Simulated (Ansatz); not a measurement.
# Pd: equation of state with LDA

Crystal: Pd.

```
CELL_PARAMETERS angstrom
2.78367 0.00000 0.00000
-1.39183 2.41072 0.00000
0.00000 0.00000 4.62889
ATOMIC_POSITIONS crystal
Pd 0.33333 0.66667 0.25000
Pd 0.66667 0.33333 0.75000
```

This isn't the form of Pd at room conditions, which is fcc.

```json
{
  "Program": "Ansatz 0.2.0",
  "Task": "equation of state",
  "Functional": "LDA",
  "Potentials or basis": "Ansatz PAW",
  "Cutoff": "420 eV",
  "Density cutoff": "1680 eV",
  "k mesh": "11 × 11 × 6",
  "Occupations": "fermi-dirac, width 0.05 eV",
  "Spin": "no spin polarisation"
}
```

```
Equilibrium volume                        : 14.22 Å³/atom (rough: see the caveat)
Bulk modulus at fixed shape and positions : 226 GPa (rough)
```

Energy against volume, from the lowest point:
| volume (Å³/atom) | energy (meV/atom) |
| --- | --- |
| 14.600 | 0.00 |
| 14.910 | 14.66 |
| 15.221 | 36.26 |
| 15.531 | 63.89 |
| 15.842 | 96.69 |
| 16.153 | 133.96 |
| 16.463 | 175.04 |

All runs of the series together: 6.5 s on 2 threads of AMD EPYC 7R43 64-Core Processor (Zen 3), with other jobs on the host.

Caveat: the minimum lies outside the volumes run; the cell was scaled at fixed shape and fractional positions, which overstates the stiffness of a crystal with free parameters, most of all of layers and chains.
